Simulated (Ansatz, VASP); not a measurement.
# MgO: VASP beside Ansatz

```
CELL_PARAMETERS angstrom
3.30779 0.00000 0.00000
-1.65389 2.86463 0.00000
0.00000 0.00000 4.98288
ATOMIC_POSITIONS crystal
Mg 0.66667 0.33333 0.50216
Mg 0.33333 0.66667 0.00216
O 0.66667 0.33333 0.90244
O 0.33333 0.66667 0.40244
```

Measurements of this composition are mostly on another form, of space group No. 225.

Alike in both runs: functional r2SCAN; k mesh 9 × 9 × 6; occupations fermi-dirac, width 0.05 eV; no spin polarisation.

|  | VASP | Ansatz |
| --- | --- | --- |
| version | VASP 6.6.1 | Ansatz 0.2.0 |
| potentials or method | VASP PAW PBE potentials, release 64 (Mg, O) | Ansatz PAW |
| plane-wave cutoff (eV) | 520 | 500 |
| valence electrons in the cell | 16 | 32 |
| task | single point | band structure |

```tsv
	VASP	Ansatz	Ansatz less VASP
gap on the k mesh at the Fermi level (eV)	4.13	4.14	+0.015
least direct gap on the mesh (eV)	4.13	4.14	+0.015
pressure (GPa)	-1.1	-0.6	+0.56
largest component of the traceless stress (GPa)	0.27	0.21	-0.060
rms of the force components (eV/Å)	0.016	0.015	-0.0017
```

Atom by atom the forces differ by 0.002 eV/Å (rms over components). The two sets of potentials don't hold the same shells in valence.

Caveats: the PAW data sets were made with another functional, which shifts forces and pressure a little (VASP); an odd mesh through Γ misses points on the zone boundary, where band edges often lie (VASP); the PAW data sets come from PBE, with cores solved anew for the run's functional, which leaves a small shift of forces and pressure (Ansatz). r2SCAN opens gaps a little over a GGA but as a rule still falls short of measured ones.
